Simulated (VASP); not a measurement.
# BAs (F-43m) in VASP: notebook

One crystal, BAs, is run at these levels: r2SCAN, LDA; tasks: relaxation of cell and atoms, relaxation of the atoms.

All numbers are computed with VASP 6.6.1; they aren't measurements. Logs are shortened: lines on timing, memory, paths and dates and some standing lists are left out, and cuts for length are marked.

## (1) Starting point

Symmetry: F-43m, No. 216, cubic system. Conventional cell: a = 4.777 Å, b = 4.777 Å, c = 4.777 Å, α = 90.00°, β = 90.00°, γ = 90.00°. B (site symmetry -43m) has 4 As at 2.07 Å as nearest neighbours. Around As (site symmetry -43m) lie 4 B at 2.07 Å.

## (2) Relaxation of cell and atoms, r2SCAN, target pressure 19.4 GPa, at which the enthalpy is minimised

INCAR reads:

```
SYSTEM = BAs
ALGO = Normal
EDIFF = 1E-6
EDIFFG = -0.01
ENCUT = 600
IBRION = 2
ISIF = 3
ISMEAR = 0
LASPH = .TRUE.
LCHARG = .FALSE.
LMIXTAU = .TRUE.
LREAL = .FALSE.
LWAVE = .FALSE.
METAGGA = R2SCAN
NELM = 80
NSW = 90
PREC = Accurate
PSTRESS = 194.0
SIGMA = 0.03
```

KPOINTS reads:

```
k-points
0
G
  10 10 10
  0 0 0
```

POSCAR reads:

```
BAs
1.0
    0.0000000000      2.3885000000      2.3885000000
    2.3885000000      0.0000000000      2.3885000000
    2.3885000000      2.3885000000      0.0000000000
B As
1 1
Direct
    0.0000000000      0.0000000000      0.0000000000
    0.2500000000      0.2500000000      0.2500000000
```

Potentials or basis: VASP PAW PBE potentials, release 64 (B, As).

The run is started by

```
> cat potpaw_PBE.64/B/POTCAR potpaw_PBE.64/As/POTCAR > POTCAR
> mpirun -np 1 vasp_std > vasp.out
```

OUTCAR:

```text
SYSTEM = BAs
   EDIFF = 1E-6
   EDIFFG = -0.01
   ENCUT = 600
   IBRION = 2
   ISIF = 3
   ISMEAR = 0
   LASPH = .TRUE.
   LREAL = .FALSE.
   METAGGA = R2SCAN
   NELM = 80
   NSW = 90
   PREC = Accurate
   PSTRESS = 194.0

 ion  position               nearest neighbor table
   1  0.000  0.000  0.000-   2 2.07   2 2.07   2 2.07   2 2.07
   2  0.250  0.250  0.250-   1 2.07   1 2.07   1 2.07   1 2.07

  LATTYP: Found a face centered cubic cell.
 ALAT       =     4.7770000000

  Lattice vectors:

 A1 = (   0.0000000000,   2.3885000000,   2.3885000000)
 A2 = (   2.3885000000,   0.0000000000,   2.3885000000)
 A3 = (   2.3885000000,   2.3885000000,   0.0000000000)

Analysis of symmetry for initial positions (statically):
=====================================================================
 Subroutine PRICEL returns:
 Original cell was already a primitive cell.

 Routine SETGRP: Setting up the symmetry group for a
 face centered cubic supercell.

 Subroutine GETGRP returns: Found 24 space group operations
 (whereof 24 operations were pure point group operations)
 out of a pool of 48 trial point group operations.

The static configuration has the point symmetry T_d .

Analysis of symmetry for dynamics (positions and initial velocities):
=====================================================================
 Subroutine PRICEL returns:
 Original cell was already a primitive cell.

 Routine SETGRP: Setting up the symmetry group for a
 face centered cubic supercell.

 Subroutine GETGRP returns: Found 24 space group operations
 (whereof 24 operations were pure point group operations)
 out of a pool of 48 trial point group operations.

The dynamic configuration has the point symmetry T_d .

 Subroutine INISYM returns: Found 24 space group operations
 (whereof 24 operations are pure point group operations),
 and found     1 'primitive' translations

----------------------------------------------------------------------------------------

                                     Primitive cell

  volume of cell :      27.2525

  direct lattice vectors                    reciprocal lattice vectors
     0.000000000  2.388500000  2.388500000    -0.209336404  0.209336404  0.209336404
     2.388500000  0.000000000  2.388500000     0.209336404 -0.209336404  0.209336404
     2.388500000  2.388500000  0.000000000     0.209336404  0.209336404 -0.209336404

  length of vectors
     3.377849094  3.377849094  3.377849094     0.362581287  0.362581287  0.362581287

  position of ions in fractional coordinates (direct lattice)
     0.000000000  0.000000000  0.000000000
     0.250000000  0.250000000  0.250000000

  ion indices of the primitive-cell ions
   primitive index   ion index
                 1           1
                 2           2

----------------------------------------------------------------------------------------

 KPOINTS: k-points

Automatic generation of k-mesh.
 Grid dimensions read from file:
 generate k-points for:   10   10   10

 Generating k-lattice:

  Cartesian coordinates                     Fractional coordinates (reciprocal lattice)
    -0.020933640  0.020933640  0.020933640     0.100000000  0.000000000  0.000000000
     0.020933640 -0.020933640  0.020933640     0.000000000  0.100000000  0.000000000
     0.020933640  0.020933640 -0.020933640     0.000000000  0.000000000  0.100000000

  Length of vectors
     0.036258129  0.036258129  0.036258129

  Shift w.r.t. Gamma in fractional coordinates (k-lattice)
     0.000000000  0.000000000  0.000000000

 Subroutine IBZKPT returns following result:
 ===========================================

 Found     47 irreducible k-points:

 Following reciprocal coordinates:
            Coordinates               Weight
  0.000000  0.000000  0.000000      1.000000
  0.100000  0.000000  0.000000      8.000000
  0.200000  0.000000  0.000000      8.000000
  0.300000  0.000000  0.000000      8.000000
  0.400000  0.000000  0.000000      8.000000
  0.500000  0.000000  0.000000      4.000000
[... 16 lines left out ...]
  0.300000  0.300000  0.000000      6.000000
  0.400000  0.300000  0.000000     24.000000
 [... further k-points ...]
   k-points           NKPTS =     47   k-points in BZ     NKDIM =     47   number of bands    NBANDS=      8
   number of dos      NEDOS =    301   number of ions     NIONS =      2
   total plane-waves  NPLWV =  21952
   dimension x,y,z NGX =    28 NGY =   28 NGZ =   28
   dimension x,y,z NGXF=    56 NGYF=   56 NGZF=   56
   ions per type =               1   1
   NGX,Y,Z   is equivalent  to a cutoff of  13.78, 13.78, 13.78 a.u.
   NGXF,Y,Z  is equivalent  to a cutoff of  27.56, 27.56, 27.56 a.u.
 SYSTEM =  BAs
   PREC   = accura    normal or accurate (medium, high low for compatibility)
   ISTART =      0    job   : 0-new  1-cont  2-samecut
   ICHARG =      2    charge: 1-file 2-atom 10-const
   ISPIN  =      1    spin polarized calculation?
   LNONCOLLINEAR =      F non collinear calculations
   LSORBIT =      F    spin-orbit coupling
   LASPH  =      T    aspherical Exc in radial PAW
   ENCUT  =  600.0 eV  44.10 Ry    6.64 a.u.   6.75  6.75  6.75*2*pi/ulx,y,z
   NELM   =     80;   NELMIN=  2; NELMDL= -5     # of ELM steps
   EDIFF  = 0.1E-05   stopping-criterion for ELM
   LREAL  =      F    real-space projection
   EDIFFG = -.1E-01   stopping-criterion for IOM
   NSW    =     90    number of steps for IOM
   IBRION =      2    ionic relax: 0-MD 1-quasi-New 2-CG
   NFREE  =      1    steps in history (QN), initial steepest desc. (CG)
   ISIF   =      3    stress and relaxation
   ISYM   =      2    0-nonsym 1-usesym 2-fastsym
   POTIM  = 0.5000    time-step for ionic-motion
   TEBEG  =    0.0;   TEEND  =   0.0 temperature during run
   PSTRESS=  194.0 pullay stress
   NELECT =       8.0000    total number of electrons
   NUPDOWN=      -1.0000    fix difference up-down
   EMIN   =  10.00;   EMAX   =-10.00  energy-range for DOS
   EFERMI =   0.00;   METHOD = LEGACY
   ISMEAR =     0;   SIGMA  =   0.03  broadening in eV -4-tet -1-fermi 0-gaus
   EFERMI_NEDOS =   21; number of points for ismear=-14 and -15
   IALGO  =     38    algorithm
   IMIX   =      4    mixing-type and parameters
     AMIX     =   0.40;   BMIX     =  1.00
     AMIX_MAG =   1.60;   BMIX_MAG =  1.00
  volume/ion in A,a.u.               =      13.63        91.95
  Fermi-wavevector in a.u.,A,eV,Ry     =   1.088018  2.056057 16.106360  1.183784
  Thomas-Fermi vector in A             =   2.224191
   LORBIT       =      0    0 simple, 1 ext, 2 COOP (PROOUT), +10 PAW based schemes
   METAGGA = R2SCAN    functional components
   LHFCALC =     F    Hartree Fock is set to
   AEXX    =    0.0000 exact exchange contribution
   IVDW    =     0    specifies the selected vdW correction
   LEPSILON=     F    determine dielectric tensor
   LRPA    =     F    only Hartree local field effects (RPA)
 conjugate gradient relaxation of ions
 non-spin polarized calculation
 Gauss-broadening in eV      SIGMA  =   0.03
  energy-cutoff  :      600.00
  volume of cell :       27.25
 maximum number of plane-waves:       941
   NGX = 13   NGY = 13   NGZ = 13

--------------------------------------- Ionic step        1  -------------------------------------------

 number of electron       8.0000000 magnetization

 Free energy of the ion-electron system (eV)
  ---------------------------------------------------
  ext. energy  EPLUGINS =         0.00000000
  ---------------------------------------------------
  free energy    TOTEN  =       -22.25708736 eV

  energy without entropy =      -22.25708736  energy(sigma->0) =      -22.25708736

------------------------ aborting loop because EDIFF is reached ----------------------------------------

  FORCE on cell =-STRESS in cart. coord.  units (eV):
  Direction    XX          YY          ZZ          XY          YZ          ZX
  --------------------------------------------------------------------------------------
  -------------------------------------------------------------------------------------
  Total        0.1458575      0.1458575      0.1458575      0.0000000      0.0000000     -0.0000000
  in kB        8.5749887      8.5749887      8.5749887      0.0000000      0.0000000     -0.0000000
  external PRESSURE =    -185.4250113 kB  Pullay stress =     194.0000000 kB
[... 99 lines left out ...]
  enthalpy is  TOTEN    =       -19.1246916612 eV   P V=        2.9858560912

--------------------------------------- Ionic step        4  -------------------------------------------

 number of electron       8.0000000 magnetization

 Free energy of the ion-electron system (eV)
  ---------------------------------------------------
  ext. energy  EPLUGINS =         0.00000000
  ---------------------------------------------------
  free energy    TOTEN  =       -22.10231327 eV

  energy without entropy =      -22.10231327  energy(sigma->0) =      -22.10231327

 E-fermi :   7.3589     XC(G=0): -11.6068

 val. band max:        7.2242246596   @ k =   0.0000   0.0000   0.0000
 cond. band min:       8.4778057333   @ k =   0.4000   0.4000   0.0000
 fundamental gap:      1.2535810737
 Fermi energy:         7.3588548605

 k-point     1 :       0.0000    0.0000    0.0000
  band No.  band energies     occupation
      1      -9.9567      2.00000
      2       7.2242      2.00000
      3       7.2242      2.00000
      4       7.2242      2.00000
      5      10.7955      0.00000
      6      10.7955      0.00000
      7      10.7955      0.00000
      8      13.7861      0.00000
[... 243 lines left out ...]
 k-point    24 :       0.4000    0.3000    0.0000
  band No.  band energies     occupation
      1      -6.8749      2.00000
      2       0.0934      2.00000
      3       2.5750      2.00000
      4       3.1305      2.00000
      5       9.0670      0.00000
      6      10.9512      0.00000
      7      17.4334      0.00000
      8      17.5748      0.00000

 [... further k-points ...]
[... 5 lines left out ...]
  --------------------------------------------------------------------------------------
  -------------------------------------------------------------------------------------
  Total        2.9662734      2.9662734      2.9662734      0.0000000      0.0000000     -0.0000000
  in kB      193.2719354    193.2719354    193.2719354      0.0000000      0.0000000     -0.0000000
  external PRESSURE =      -0.7280646 kB  Pullay stress =     194.0000000 kB
[... 17 lines left out ...]
  FREE ENERGIE OF THE ION-ELECTRON SYSTEM (eV)
  ---------------------------------------------------
  free  energy   TOTEN  =       -22.1023132734 eV

  energy  without entropy=      -22.1023132734  energy(sigma->0) =      -22.10231327

  enthalpy is  TOTEN    =       -19.1248657809 eV   P V=        2.9774474925

 reached required accuracy - stopping structural energy minimisation
```

Run time: 89 s. Hardware: 1 thread of Intel Xeon 6975P-C (Granite Rapids), shared host; peak memory 0.18 GiB.

Results:

```
Free energy                                            : -22.1023 eV
Relaxed volume                                         : 12.29 Å³/atom
Relaxed cell                                           : a = 3.264 Å, b = 3.264 Å, c = 3.264 Å, α = 60.00°, β = 60.00°, γ = 60.00°
Space group after relaxing (to 0.05 Å)                 : F-43m (No. 216)
Energy change on relaxing (the enthalpy is what falls) : +77.4 meV/atom
Ionic steps                                            : 4
Pressure after relaxing                                : 19.3 GPa
Band gap on the k mesh                                 : 1.25 eV, indirect (least direct gap 3.57 eV)
```

Step by step:
```csv
step,energy change (eV),largest force (eV/Å),pressure (GPa),volume (Å³)
1,0.0000,0.0000,0.86,27.25
2,0.8513,0.0000,56.53,21.49
3,0.1465,0.0000,18.71,24.66
4,0.1548,0.0000,19.33,24.59
```

Final structure:
```
B As
1.0
     0.00000    2.30803    2.30803
     2.30803    0.00000    2.30803
     2.30803    2.30803    0.00000
B As
1 1
Direct
  0.00000 0.00000 0.00000
  0.25000 0.25000 0.25000
```

Caveat: the cell is relaxed towards a set pressure, so the enthalpy falls and the energy may rise; the PAW data sets were made with another functional, which shifts forces and pressure a little. r2SCAN opens gaps a little over a GGA but as a rule still falls short of measured ones.

## (3) Relaxation of cell and atoms, r2SCAN, target pressure 19.4 GPa, at which the enthalpy is minimised

This run uses another cell than the first one, of 12.29 Å³/atom, 0.902 times its volume.

Edit INCAR of step 2 so:

```diff
@@ -2,4 +2,4 @@
 ALGO = Normal
-EDIFF = 1E-6
-EDIFFG = -0.01
+EDIFF = 1E-7
+EDIFFG = -0.005
 ENCUT = 600
```

KPOINTS is that of step 2.

POSCAR reads:

```
BAs                                     
1.0
    0.0000000000      2.3080275547      2.3080275547
    2.3080275547      0.0000000000      2.3080275547
    2.3080275547      2.3080275547      0.0000000000
  B               As            
     1     1
Direct
     1.0000000000000000    1.0000000000000000    1.0000000000000000
     0.2500000000000000    0.2500000000000000    0.2500000000000000
```

Potentials or basis: VASP PAW PBE potentials, release 64 (B, As).

The run is started by

```
> cat potpaw_PBE.64/B/POTCAR potpaw_PBE.64/As/POTCAR > POTCAR
> mpirun -np 1 vasp_std > vasp.out
```

Wall time 60 s (1 thread of Intel Xeon 6975P-C (Granite Rapids), shared host); peak memory 0.18 GiB.

The run converged. Its results:

```
Free energy                                            : -22.1000 eV
Relaxed volume                                         : 12.29 Å³/atom
Relaxed cell                                           : a = 3.263 Å, b = 3.263 Å, c = 3.263 Å, α = 60.00°, β = 60.00°, γ = 60.00°
Space group after relaxing (to 0.05 Å)                 : F-43m (No. 216)
Energy change on relaxing (the enthalpy is what falls) : +0.8 meV/atom
Ionic steps                                            : 3
Pressure after relaxing                                : 19.4 GPa
Band gap on the k mesh                                 : 1.25 eV, indirect (least direct gap 3.57 eV)
```

The path:
| step | energy change (eV) | largest force (eV/Å) | pressure (GPa) | volume (Å³) |
| --- | --- | --- | --- | --- |
| 1 | 0.0000 | 0.0000 | 19.31 | 24.59 |
| 2 | 0.0030 | 0.0000 | 19.53 | 24.56 |
| 3 | 0.0015 | 0.0000 | 19.42 | 24.58 |

Final structure:
```xyz
2
Lattice="0.0000 2.3076 2.3076 2.3076 0.0000 2.3076 2.3076 2.3076 0.0000" Properties=species:S:1:pos:R:3 pbc="T T T"
B     0.0000    0.0000    0.0000
As    1.1538    1.1538    1.1538
```

Levels at points of the mesh, in eV from the valence-band top:
| k point | band 2 | band 3 | band 4 | band 5 | band 6 | band 7 |
| --- | --- | --- | --- | --- | --- | --- |
| (0.00, 0.00, 0.00) | 0.00 | 0.00 | 0.00 | 3.57 | 3.57 | 3.57 |
| (0.50, 0.00, 0.00) | -10.07 | -2.13 | -2.13 | 3.63 | 5.16 | 5.16 |
| (0.50, 0.50, 0.00) | -9.70 | -4.78 | -4.78 | 1.46 | 1.60 | 13.22 |

Caveat: the cell is relaxed towards a set pressure, so the enthalpy falls and the energy may rise; the PAW data sets were made with another functional, which shifts forces and pressure a little. A k mesh can miss the band edges.

(Continued in part 2 of 2.)
